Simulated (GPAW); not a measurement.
# Pt (P6_3/mmc) in GPAW: notebook

Runs on Pt. Level: PBEsol. Tasks: relaxation of cell and atoms.

All numbers are computed with GPAW 26.7.0; they aren't measurements. Logs are shortened: lines on timing, memory, paths and dates and some standing lists are left out, and cuts for length are marked. The log counts tension as positive stress, the text compression.

## 1. The crystal as given

It takes space group P6_3/mmc (No. 194, hexagonal). The conventional cell has a = 2.761 Å, b = 2.761 Å, c = 4.792 Å, α = 90.00°, β = 90.00°, γ = 120.00°. Pt (site symmetry -6m2) is surrounded by 12 Pt at 2.76 to 2.88 Å.

This isn't the form of Pt at room conditions, which is fcc.

## 2. Relaxation of cell and atoms, PBEsol, target pressure 5 GPa, at which the enthalpy is minimised

run.py reads:

```python
from ase import Atoms
from ase.filters import FrechetCellFilter
from ase.io import write
from ase.optimize import BFGS
from ase.units import GPa
from gpaw import GPAW, PW, setup_paths

setup_paths.insert(0, '.')

atoms = Atoms(['Pt', 'Pt'],
              cell=[[2.7606656158, 0.0, 0.0],
                    [-1.3803328079, 2.3908065546, 0.0],
                    [0.0, 0.0, 4.792134]],
              scaled_positions=[[0.3333333333, 0.6666666667, 0.25],
                                [0.6666666667, 0.3333333333, 0.75]],
              pbc=True)

calc = GPAW(mode=PW(600),
            xc='PBEsol',
            kpts={'size': (8, 8, 4), 'gamma': True},
            occupations={'name': 'fermi-dirac', 'width': 0.05},
            nbands=29,
            convergence={'density': 1e-05, 'forces': 0.0001},
            maxiter=150,
            txt='gpaw.txt')
atoms.calc = calc
opt = BFGS(FrechetCellFilter(atoms, scalar_pressure=5 * GPa), trajectory='relax.traj', logfile='-')
done = opt.run(fmax=0.02, steps=60)
calc.write('gs.gpw')
write('result.traj', atoms)
print('Converged:', done)
print('Cell:', atoms.cell.cellpar().round(4))
print('Volume:', round(atoms.get_volume(), 4))
print(atoms.get_scaled_positions().round(5))
```

Potentials or basis: PAW data sets generated in the run's folder for this functional, pw.

Started as:

```bash
$ gpaw-setup -f PBEsol Pt
$ OMP_NUM_THREADS=1 python run.py
```

gpaw.txt:

```text
__  _  _
 | _ |_)|_||  |
 |__||  | ||/\| - 26.7.0

Input parameters:
  mode=PW(ecut=600.0),
  convergence={'density': 1e-05, 'forces': 0.0001},
  kpts=MonkhorstPack(size=(8, 8, 4), gamma=True),
  maxiter=150,
  nbands=29,
  occupations=Occupations(name='fermi-dirac', width=0.05),
  xc=XC(name='PBEsol')

Diagonalizing LCAO Hamiltonian
Converting LCAO to pw mode

          Pt

        Pt

Atoms  # Å, Bohr magnetons
|   | symbol |         x |        y |        z |    initial magnetic moments |
|---|--------|-----------|----------|----------|-----------------------------|
| 0 |     Pt | -0.000000 | 1.593871 | 1.198033 | ( 0.0000,  0.0000,  0.0000) |
| 1 |     Pt |  1.380333 | 0.796936 | 3.594100 | ( 0.0000,  0.0000,  0.0000) |

Unit cell  # Å
| periodic |         x |        y |        z |  lengths |     angles |
|----------|-----------|----------|----------|----------|------------|
|      yes |  2.760666 | 0.000000 | 0.000000 | 2.760666 |  90.000000 |
|      yes | -1.380333 | 2.390807 | 0.000000 | 2.760666 |  90.000000 |
|      yes |  0.000000 | 0.000000 | 4.792134 | 4.792134 | 120.000000 |

Number of symmetries: 12
Symmetry operations  # r_c * U_cc + t_c -> r_c
|    | kind |            matrix            |
|----|------|------------------------------|
|  0 |  σ   |  1, 1, 0,  0,-1, 0,  0, 0, 1 |
|  1 |  S6  |  1, 1, 0, -1, 0, 0,  0, 0,-1 |
|  2 |  E   |  1, 0, 0,  0, 1, 0,  0, 0, 1 |
|  3 |  C2  |  1, 0, 0, -1,-1, 0,  0, 0,-1 |
|  4 |  C2  |  0, 1, 0,  1, 0, 0,  0, 0,-1 |
|  5 |  C3  |  0, 1, 0, -1,-1, 0,  0, 0, 1 |
|  6 |  S6  |  0,-1, 0,  1, 1, 0,  0, 0,-1 |
|  7 |  σ   |  0,-1, 0, -1, 0, 0,  0, 0, 1 |
|  8 |  σ   | -1, 0, 0,  1, 1, 0,  0, 0, 1 |
|  9 |  i   | -1, 0, 0,  0,-1, 0,  0, 0,-1 |
| 10 |  C3  | -1,-1, 0,  1, 0, 0,  0, 0, 1 |
| 11 |  C2  | -1,-1, 0,  0, 1, 0,  0, 0,-1 |
[... 148 lines left out ...]
|         10 |         7.623 |     2.000 |
|         11 |         7.985 |     2.000 |
|         12 |         7.985 |     2.000 |
|         13 |         9.223 |     2.000 |
|         14 |         9.223 |     2.000 |
|         15 |        10.266 |     2.000 |
[... 8 lines left out ...]
|         24 |        33.917 |     0.000 |
|         25 |        33.917 |     0.000 |
|        ... |               |           |
|         28 |        35.777 |     0.000 |

No gap
No difference between direct/indirect transitions

Stress tensor  # eV/Ang^3
|         x |         y |        z |
|-----------|-----------|----------|
|  0.059628 | -0.000000 | 0.000000 |
| -0.000000 |  0.059628 | 0.000000 |
|  0.000000 |  0.000000 | 0.078327 |

Forces  # eV/Ang
|        x |        y |        z |
|----------|----------|----------|
|  0.00000 |  0.00000 |  0.00000 |  # Pt   0
| -0.00000 | -0.00000 | -0.00000 |  # Pt   1

Interpolating wave functions to new cell

          Pt

        Pt

Atoms  # Å, Bohr magnetons
|   | symbol |         x |        y |        z |    initial magnetic moments |
|---|--------|-----------|----------|----------|-----------------------------|
| 0 |     Pt | -0.000000 | 1.577600 | 1.183301 | ( 0.0000,  0.0000,  0.0000) |
| 1 |     Pt |  1.366242 | 0.788800 | 3.549904 | ( 0.0000,  0.0000,  0.0000) |

Unit cell  # Å
| periodic |         x |         y |         z |  lengths |     angles |
|----------|-----------|-----------|-----------|----------|------------|
|      yes |  2.732484 |  0.000000 | -0.000000 | 2.732484 |  90.000000 |
|      yes | -1.366242 |  2.366400 | -0.000000 | 2.732484 |  90.000000 |
|      yes | -0.000000 | -0.000000 |  4.733205 | 4.733205 | 120.000000 |

Number of symmetries: 12
Symmetry operations  # r_c * U_cc + t_c -> r_c
|    | kind |            matrix            |
|----|------|------------------------------|
|  0 |  σ   |  1, 1, 0,  0,-1, 0,  0, 0, 1 |
|  1 |  S6  |  1, 1, 0, -1, 0, 0,  0, 0,-1 |
|  2 |  E   |  1, 0, 0,  0, 1, 0,  0, 0, 1 |
|  3 |  C2  |  1, 0, 0, -1,-1, 0,  0, 0,-1 |
|  4 |  C2  |  0, 1, 0,  1, 0, 0,  0, 0,-1 |
|  5 |  C3  |  0, 1, 0, -1,-1, 0,  0, 0, 1 |
|  6 |  S6  |  0,-1, 0,  1, 1, 0,  0, 0,-1 |
|  7 |  σ   |  0,-1, 0, -1, 0, 0,  0, 0, 1 |
|  8 |  σ   | -1, 0, 0,  1, 1, 0,  0, 0, 1 |
|  9 |  i   | -1, 0, 0,  0,-1, 0,  0, 0,-1 |
| 10 |  C3  | -1,-1, 0,  1, 0, 0,  0, 0, 1 |
| 11 |  C2  | -1,-1, 0,  0, 1, 0,  0, 0,-1 |
[... 147 lines left out ...]
|         10 |         8.074 |     2.000 |
|         11 |         8.462 |     2.000 |
|         12 |         8.462 |     2.000 |
|         13 |         9.741 |     2.000 |
|         14 |         9.741 |     2.000 |
|         15 |        10.770 |     2.000 |
[... 8 lines left out ...]
|         24 |        34.726 |     0.000 |
|         25 |        34.726 |     0.000 |
|        ... |               |           |
|         28 |        36.860 |     0.000 |

No gap
No difference between direct/indirect transitions

Stress tensor  # eV/Ang^3
|        x |         y |         z |
|----------|-----------|-----------|
| 0.008161 |  0.000000 |  0.000000 |
| 0.000000 |  0.008161 | -0.000000 |
| 0.000000 | -0.000000 |  0.034029 |

Forces  # eV/Ang
|        x |        y |        z |
|----------|----------|----------|
| -0.00000 | -0.00000 | -0.00002 |  # Pt   0
|  0.00000 |  0.00000 |  0.00002 |  # Pt   1

Interpolating wave functions to new cell

          Pt

        Pt

Atoms  # Å, Bohr magnetons
|   | symbol |         x |        y |        z |    initial magnetic moments |
|---|--------|-----------|----------|----------|-----------------------------|
| 0 |     Pt | -0.000000 | 1.564098 | 1.166688 | ( 0.0000,  0.0000,  0.0000) |
| 1 |     Pt |  1.354548 | 0.782049 | 3.500067 | ( 0.0000,  0.0000,  0.0000) |

Unit cell  # Å
| periodic |         x |         y |         z |  lengths |     angles |
|----------|-----------|-----------|-----------|----------|------------|
|      yes |  2.709097 | -0.000000 |  0.000000 | 2.709097 |  90.000000 |
|      yes | -1.354548 |  2.346147 | -0.000000 | 2.709097 |  90.000000 |
|      yes | -0.000000 |  0.000000 |  4.666755 | 4.666755 | 120.000000 |

Number of symmetries: 12
Symmetry operations  # r_c * U_cc + t_c -> r_c
|    | kind |            matrix            |
|----|------|------------------------------|
|  0 |  σ   |  1, 1, 0,  0,-1, 0,  0, 0, 1 |
|  1 |  S6  |  1, 1, 0, -1, 0, 0,  0, 0,-1 |
|  2 |  E   |  1, 0, 0,  0, 1, 0,  0, 0, 1 |
|  3 |  C2  |  1, 0, 0, -1,-1, 0,  0, 0,-1 |
|  4 |  C2  |  0, 1, 0,  1, 0, 0,  0, 0,-1 |
|  5 |  C3  |  0, 1, 0, -1,-1, 0,  0, 0, 1 |
|  6 |  S6  |  0,-1, 0,  1, 1, 0,  0, 0,-1 |
|  7 |  σ   |  0,-1, 0, -1, 0, 0,  0, 0, 1 |
|  8 |  σ   | -1, 0, 0,  1, 1, 0,  0, 0, 1 |
|  9 |  i   | -1, 0, 0,  0,-1, 0,  0, 0,-1 |
| 10 |  C3  | -1,-1, 0,  1, 0, 0,  0, 0, 1 |
| 11 |  C2  | -1,-1, 0,  0, 1, 0,  0, 0,-1 |
[... 184 lines left out ...]
          Pt

        Pt

Atoms  # Å, Bohr magnetons
|   | symbol |         x |        y |        z |    initial magnetic moments |
|---|--------|-----------|----------|----------|-----------------------------|
| 0 |     Pt | -0.000000 | 1.566560 | 1.165423 | ( 0.0000,  0.0000,  0.0000) |
| 1 |     Pt |  1.356681 | 0.783280 | 3.496272 | ( 0.0000,  0.0000,  0.0000) |

Unit cell  # Å
| periodic |         x |        y |        z |  lengths |     angles |
|----------|-----------|----------|----------|----------|------------|
|      yes |  2.713362 | 0.000000 | 0.000000 | 2.713362 |  90.000000 |
|      yes | -1.356681 | 2.349840 | 0.000000 | 2.713362 |  90.000000 |
|      yes | -0.000000 | 0.000000 | 4.661695 | 4.661695 | 120.000000 |

Number of symmetries: 12
Symmetry operations  # r_c * U_cc + t_c -> r_c
|    | kind |            matrix            |
|----|------|------------------------------|
|  0 |  σ   |  1, 1, 0,  0,-1, 0,  0, 0, 1 |
|  1 |  S6  |  1, 1, 0, -1, 0, 0,  0, 0,-1 |
|  2 |  E   |  1, 0, 0,  0, 1, 0,  0, 0, 1 |
|  3 |  C2  |  1, 0, 0, -1,-1, 0,  0, 0,-1 |
|  4 |  C2  |  0, 1, 0,  1, 0, 0,  0, 0,-1 |
|  5 |  C3  |  0, 1, 0, -1,-1, 0,  0, 0, 1 |
|  6 |  S6  |  0,-1, 0,  1, 1, 0,  0, 0,-1 |
|  7 |  σ   |  0,-1, 0, -1, 0, 0,  0, 0, 1 |
|  8 |  σ   | -1, 0, 0,  1, 1, 0,  0, 0, 1 |
|  9 |  i   | -1, 0, 0,  0,-1, 0,  0, 0,-1 |
| 10 |  C3  | -1,-1, 0,  1, 0, 0,  0, 0, 1 |
| 11 |  C2  | -1,-1, 0,  0, 1, 0,  0, 0,-1 |
[... 184 lines left out ...]
          Pt

        Pt

Atoms  # Å, Bohr magnetons
|   | symbol |         x |        y |        z |    initial magnetic moments |
|---|--------|-----------|----------|----------|-----------------------------|
| 0 |     Pt | -0.000000 | 1.573851 | 1.156826 | ( 0.0000,  0.0000,  0.0000) |
| 1 |     Pt |  1.362995 | 0.786925 | 3.470481 | ( 0.0000,  0.0000,  0.0000) |

Unit cell  # Å
| periodic |         x |         y |        z |  lengths |     angles |
|----------|-----------|-----------|----------|----------|------------|
|      yes |  2.725990 | -0.000000 | 0.000000 | 2.725990 |  90.000000 |
|      yes | -1.362995 |  2.360776 | 0.000000 | 2.725990 |  90.000000 |
|      yes | -0.000000 |  0.000000 | 4.627307 | 4.627307 | 120.000000 |

Number of symmetries: 12
Symmetry operations  # r_c * U_cc + t_c -> r_c
|    | kind |            matrix            |
|----|------|------------------------------|
|  0 |  σ   |  1, 1, 0,  0,-1, 0,  0, 0, 1 |
|  1 |  S6  |  1, 1, 0, -1, 0, 0,  0, 0,-1 |
|  2 |  E   |  1, 0, 0,  0, 1, 0,  0, 0, 1 |
|  3 |  C2  |  1, 0, 0, -1,-1, 0,  0, 0,-1 |
|  4 |  C2  |  0, 1, 0,  1, 0, 0,  0, 0,-1 |
|  5 |  C3  |  0, 1, 0, -1,-1, 0,  0, 0, 1 |
|  6 |  S6  |  0,-1, 0,  1, 1, 0,  0, 0,-1 |
|  7 |  σ   |  0,-1, 0, -1, 0, 0,  0, 0, 1 |
|  8 |  σ   | -1, 0, 0,  1, 1, 0,  0, 0, 1 |
|  9 |  i   | -1, 0, 0,  0,-1, 0,  0, 0,-1 |
| 10 |  C3  | -1,-1, 0,  1, 0, 0,  0, 0, 1 |
| 11 |  C2  | -1,-1, 0,  0, 1, 0,  0, 0,-1 |
[... 166 lines left out ...]
No gap
No difference between direct/indirect transitions

Stress tensor  # eV/Ang^3
|         x |         y |         z |
|-----------|-----------|-----------|
| -0.029857 |  0.000000 |  0.000000 |
|  0.000000 | -0.029857 |  0.000000 |
|  0.000000 |  0.000000 | -0.025809 |

Forces  # eV/Ang
|        x |       y |        z |
|----------|---------|----------|
| -0.00000 | 0.00000 |  0.00001 |  # Pt   0
|  0.00000 | 0.00000 | -0.00001 |  # Pt   1

Interpolating wave functions to new cell

          Pt

        Pt

Atoms  # Å, Bohr magnetons
|   | symbol |         x |        y |        z |    initial magnetic moments |
|---|--------|-----------|----------|----------|-----------------------------|
| 0 |     Pt | -0.000000 | 1.574657 | 1.154321 | ( 0.0000,  0.0000,  0.0000) |
| 1 |     Pt |  1.363693 | 0.787328 | 3.462967 | ( 0.0000,  0.0000,  0.0000) |

Unit cell  # Å
| periodic |         x |        y |         z |  lengths |     angles |
|----------|-----------|----------|-----------|----------|------------|
|      yes |  2.727385 | 0.000000 | -0.000000 | 2.727385 |  90.000000 |
|      yes | -1.363693 | 2.361985 |  0.000000 | 2.727385 |  90.000000 |
|      yes | -0.000000 | 0.000000 |  4.617288 | 4.617288 | 120.000000 |

Number of symmetries: 12
Symmetry operations  # r_c * U_cc + t_c -> r_c
|    | kind |            matrix            |
|----|------|------------------------------|
|  0 |  σ   |  1, 1, 0,  0,-1, 0,  0, 0, 1 |
|  1 |  S6  |  1, 1, 0, -1, 0, 0,  0, 0,-1 |
|  2 |  E   |  1, 0, 0,  0, 1, 0,  0, 0, 1 |
|  3 |  C2  |  1, 0, 0, -1,-1, 0,  0, 0,-1 |
|  4 |  C2  |  0, 1, 0,  1, 0, 0,  0, 0,-1 |
|  5 |  C3  |  0, 1, 0, -1,-1, 0,  0, 0, 1 |
|  6 |  S6  |  0,-1, 0,  1, 1, 0,  0, 0,-1 |
|  7 |  σ   |  0,-1, 0, -1, 0, 0,  0, 0, 1 |
|  8 |  σ   | -1, 0, 0,  1, 1, 0,  0, 0, 1 |
|  9 |  i   | -1, 0, 0,  0,-1, 0,  0, 0,-1 |
| 10 |  C3  | -1,-1, 0,  1, 0, 0,  0, 0, 1 |
| 11 |  C2  | -1,-1, 0,  0, 1, 0,  0, 0,-1 |
[... 164 lines left out ...]
No gap
No difference between direct/indirect transitions

Stress tensor  # eV/Ang^3
|         x |         y |         z |
|-----------|-----------|-----------|
| -0.030478 | -0.000000 | -0.000000 |
| -0.000000 | -0.030478 |  0.000000 |
|  0.000000 |  0.000000 | -0.030229 |

Forces  # eV/Ang
|        x |       y |        z |
|----------|---------|----------|
|  0.00000 | 0.00000 |  0.00004 |  # Pt   0
| -0.00000 | 0.00000 | -0.00004 |  # Pt   1

# Writing to gs.gpw (mode='')
```

It took 40 s on 1 thread of AMD EPYC 9R45 (Zen 5), shared host; peak memory 0.25 GiB.

Results:

```yaml
Free_energy: -14.4436 eV
Relaxed_volume: 14.87 Å³/atom
Relaxed_cell: a = 2.727 Å, b = 2.727 Å, c = 4.617 Å, α = 90.00°, β = 90.00°, γ = 120.00°
Space_group_after_relaxing_to_0.05_Å: P6_3/mmc (No. 194)
Energy_change_on_relaxing_the_enthalpy_is_what_falls: -23.0 meV/atom
Ionic_steps: 6
Pressure_after_relaxing: 4.9 GPa
Band_gap_on_the_k_mesh: none (metal or under the smearing width)
```

Step by step:
```tsv
step	energy change (eV)	largest force (eV/Å)	pressure (GPa)	volume (Å³)
1	0.0000	0.0000	-10.55	31.63
2	-0.0447	0.0000	-2.69	30.61
3	-0.0388	0.0000	6.12	29.66
4	-0.0423	0.0000	5.41	29.72
5	-0.0469	0.0000	4.57	29.78
6	-0.0460	0.0000	4.87	29.74
```

Final structure:
```yaml
crystal:
  lattice:
    - [2.72739, 0.00000, 0.00000]
    - [-1.36369, 2.36199, 0.00000]
    - [0.00000, 0.00000, 4.61729]
  atoms:
    - { symbol: Pt, position: [0.33333, 0.66667, 0.25000] }
    - { symbol: Pt, position: [0.66667, 0.33333, 0.75000] }
```

Levels at points of the mesh, in eV from the Fermi level:
| k point | band 12 | band 13 | band 14 | band 15 | band 16 | band 17 | band 18 | band 19 | band 20 | band 21 |
| --- | --- | --- | --- | --- | --- | --- | --- | --- | --- | --- |
| (0.00, 0.00, 0.00) | -3.24 | -3.24 | -2.14 | -2.14 | -0.80 | -0.24 | -0.24 | 5.50 | 15.26 | 16.49 |
| (0.00, 0.00, 0.50) | -3.72 | -3.72 | -3.72 | -0.88 | -0.88 | -0.88 | -0.88 | 12.96 | 12.96 | 15.89 |
| (0.50, 0.50, 0.00) | -3.11 | -2.95 | 0.12 | 0.25 | 0.51 | 2.37 | 3.92 | 7.74 | 9.36 | 10.31 |
| (0.50, 0.50, 0.50) | -2.06 | -0.98 | -0.98 | 0.40 | 0.40 | 1.71 | 1.71 | 6.91 | 6.91 | 14.98 |

Caveat: later steps reuse the first step's grids. The run has no spin-orbit coupling, so splittings on Pt are missing.

## 3. Relaxation of cell and atoms, PBEsol, target pressure 10 GPa, at which the enthalpy is minimised

run.py, as its differences from that of step 2:

```diff
@@ -26,3 +26,3 @@
 atoms.calc = calc
-opt = BFGS(FrechetCellFilter(atoms, scalar_pressure=5 * GPa), trajectory='relax.traj', logfile='-')
+opt = BFGS(FrechetCellFilter(atoms, scalar_pressure=10 * GPa), trajectory='relax.traj', logfile='-')
 done = opt.run(fmax=0.02, steps=60)
```

Potentials or basis: PAW data sets generated in the run's folder for this functional, pw.

Started as:

```bash
$ gpaw-setup -f PBEsol Pt
$ OMP_NUM_THREADS=1 python run.py
```

Run time: 47 s. Hardware: 1 thread of AMD EPYC 9R45 (Zen 5), shared host; peak memory 0.27 GiB.

It converged, with:

| Property | Result |
| --- | --- |
| Free energy | -14.4217 eV |
| Relaxed volume | 14.64 Å³/atom |
| Relaxed cell | a = 2.714 Å, b = 2.714 Å, c = 4.587 Å, α = 90.00°, β = 90.00°, γ = 120.00° |
| Space group after relaxing (to 0.05 Å) | P6_3/mmc (No. 194) |
| Energy change on relaxing (the enthalpy is what falls) | -12.2 meV/atom |
| Ionic steps | 7 |
| Pressure after relaxing | 9.9 GPa |
| Band gap on the k mesh | none (metal or under the smearing width) |

Step by step:
```
step  energy change (eV)  largest force (eV/Å)  pressure (GPa)  volume (Å³)
   1              0.0000                0.0000          -10.55        31.63
   2             -0.0474                0.0000            0.18        30.28
   3             -0.0117                0.0000           11.63        29.16
   4             -0.0202                0.0000           10.39        29.26
   5             -0.0282                0.0000            9.29        29.34
   6             -0.0261                0.0000            9.65        29.30
   7             -0.0245                0.0000            9.94        29.27
```

Final structure:
```cif
data_structure
_symmetry_space_group_name_H-M 'P 1'
_symmetry_Int_Tables_number 1
_cell_length_a 2.7144
_cell_length_b 2.7144
_cell_length_c 4.5872
_cell_angle_alpha 90.000
_cell_angle_beta 90.000
_cell_angle_gamma 120.000
_cell_volume 29.27
loop_
_atom_site_label
_atom_site_type_symbol
_atom_site_fract_x
_atom_site_fract_y
_atom_site_fract_z
_atom_site_occupancy
Pt1 Pt 0.33333 0.66667 0.25000 1
Pt2 Pt 0.66667 0.33333 0.75000 1
```

Levels at points of the mesh, in eV from the Fermi level:
```csv
k point,band 12,band 13,band 14,band 15,band 16,band 17,band 18,band 19,band 20,band 21
"(0.00, 0.00, 0.00)",-3.33,-3.33,-2.21,-2.21,-0.85,-0.25,-0.25,5.64,15.23,16.52
"(0.00, 0.00, 0.50)",-3.82,-3.82,-3.82,-0.90,-0.90,-0.90,-0.90,13.11,13.11,15.91
"(0.50, 0.50, 0.00)",-3.18,-3.05,0.13,0.25,0.52,2.40,3.98,7.83,9.47,10.47
"(0.50, 0.50, 0.50)",-2.13,-1.02,-1.02,0.41,0.41,1.71,1.71,7.04,7.04,15.08
```

Caveat: later steps reuse the first step's grids.
